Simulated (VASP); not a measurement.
The input files of a VASP run:

**KPOINTS**
```
k-points along high-symmetry lines
6
Line-mode
Reciprocal
  0.000000   0.000000   0.000000 ! GAMMA
  0.500000   0.000000   0.500000 ! X

  0.500000   0.000000   0.500000 ! X
  0.625000   0.250000   0.625000 ! U

  0.375000   0.375000   0.750000 ! K
  0.000000   0.000000   0.000000 ! GAMMA

  0.000000   0.000000   0.000000 ! GAMMA
  0.500000   0.500000   0.500000 ! L

  0.500000   0.500000   0.500000 ! L
  0.500000   0.250000   0.750000 ! W

  0.500000   0.250000   0.750000 ! W
  0.500000   0.000000   0.500000 ! X
```

**POSCAR**
```
BaF2
1
    0.0000000000     3.1620000000     3.1620000000
    3.1620000000     0.0000000000     3.1620000000
    3.1620000000     3.1620000000     0.0000000000
Ba F
1 2
Direct
  0.0000000000   0.0000000000   0.0000000000
  0.2500000000   0.2500000000   0.2500000000
  0.7500000000   0.7500000000   0.7500000000
```

### INCAR
```
SYSTEM = BaF2
PREC = Accurate
ENCUT = 520
EDIFF = 1E-6
NELM = 100
ALGO = Normal
LREAL = .FALSE.
LASPH = .TRUE.
ISMEAR = 0
SIGMA = 0.05
GGA = PE
LMAXMIX = 4
LWAVE = .FALSE.
LCHARG = .FALSE.
ISIF = 2
```

POTCAR, in this order: Ba_sv F (PBE.64 set). Program: vasp_std.

Output of the run:

### standard output
```
 POSCAR found type information on POSCAR BaF
 POSCAR found :  2 types and       3 ions
 Reading from existing POTCAR
 Reading from existing POTCAR
 LDA part: xc-table for (Slater+PW92), standard interpolation
 POSCAR, INCAR and KPOINTS ok, starting setup
 WAVECAR not read
 entering main loop
       N       E                     dE             d eps       ncg     rms          rms(c)
DAV:   1     0.162101366582E+03    0.16210E+03   -0.13121E+04  1152   0.138E+03
DAV:   2    -0.118254665306E+02   -0.17393E+03   -0.16938E+03  1456   0.290E+02
DAV:   3    -0.188148809090E+02   -0.69894E+01   -0.69818E+01  1536   0.675E+01
DAV:   4    -0.189343387986E+02   -0.11946E+00   -0.11944E+00  1520   0.735E+00
DAV:   5    -0.189382191515E+02   -0.38804E-02   -0.38803E-02  1576   0.864E-01    0.843E+00
DAV:   6    -0.171066462981E+02    0.18316E+01   -0.10155E+01  1152   0.238E+01    0.418E+00
DAV:   7    -0.171011292921E+02    0.55170E-02   -0.36174E-01  1536   0.520E+00    0.208E+00
DAV:   8    -0.171193470589E+02   -0.18218E-01   -0.57269E-02  1296   0.293E+00    0.279E-01
DAV:   9    -0.171291864895E+02   -0.98394E-02   -0.14079E-02  1456   0.864E-01    0.156E-01
DAV:  10    -0.171318132138E+02   -0.26267E-02   -0.34229E-03  1208   0.418E-01    0.332E-02
DAV:  11    -0.171318062083E+02    0.70056E-05   -0.20498E-04  1448   0.116E-01    0.150E-02
DAV:  12    -0.171318305518E+02   -0.24344E-04   -0.43641E-05  1168   0.499E-02    0.300E-03
DAV:  13    -0.171318308749E+02   -0.32303E-06   -0.69749E-07  1328   0.673E-03
   1 F= -.17131831E+02 E0= -.17131831E+02  d E =-.125181E-10
```

**OUTCAR**
```
------------------------ aborting loop because EDIFF is reached ----------------------------------------
  FORCE on cell =-STRESS in cart. coord.  units (eV):
  Direction    XX          YY          ZZ          XY          YZ          ZX
  --------------------------------------------------------------------------------------
  Total       -0.4954399     -0.4954399     -0.4954399     -0.0000000     -0.0000000      0.0000000
  in kB      -12.5541103    -12.5541103    -12.5541103     -0.0000000     -0.0000000      0.0000000
  external PRESSURE =     -12.5541103 kB  Pullay stress =       0.0000000 kB
  volume of cell :       63.23
      direct lattice vectors                 reciprocal lattice vectors
     0.000000000  3.162000000  3.162000000    -0.158127767  0.158127767  0.158127767
     3.162000000  0.000000000  3.162000000     0.158127767 -0.158127767  0.158127767
     3.162000000  3.162000000  0.000000000     0.158127767  0.158127767 -0.158127767
 POSITION                                       TOTAL-FORCE (eV/Angst)
 -----------------------------------------------------------------------------------
      0.00000      0.00000      0.00000        -0.000000     -0.000000     -0.000000
      1.58100      1.58100      1.58100         0.000000      0.000000     -0.000000
      4.74300      4.74300      4.74300         0.000000     -0.000000      0.000000
 -----------------------------------------------------------------------------------
    total drift:                                0.000000      0.000000      0.000000
  FREE ENERGIE OF THE ION-ELECTRON SYSTEM (eV)
  ---------------------------------------------------
  free  energy   TOTEN  =       -17.1318308749 eV

  energy  without entropy=      -17.1318308749  energy(sigma->0) =      -17.13183087
```
(Selected blocks of OUTCAR.)

**Question.** The run ends quietly. Is anything wrong with it?

**Answer.** The cause: a line-mode KPOINTS file was used for a self-consistent run. The run ends without an error. Against the sound run, the energy per atom (σ→0) falls by 0.002 eV/atom; the pressure drops by 0.24 GPa. To mend it, correct KPOINTS.
KPOINTS:
```
Automatic mesh
0
Gamma
5 5 5
0 0 0
```
The mended run (PBE GGA, plane waves, VASP's PBE PAW potentials (set 64)) converges, and its OSZICAR ends with
```
   1 F= -.17126693E+02 E0= -.17126693E+02  d E =-.144544E-17
```

The compound is BaF2 in the fluorite structure. The cell was not relaxed at this level.
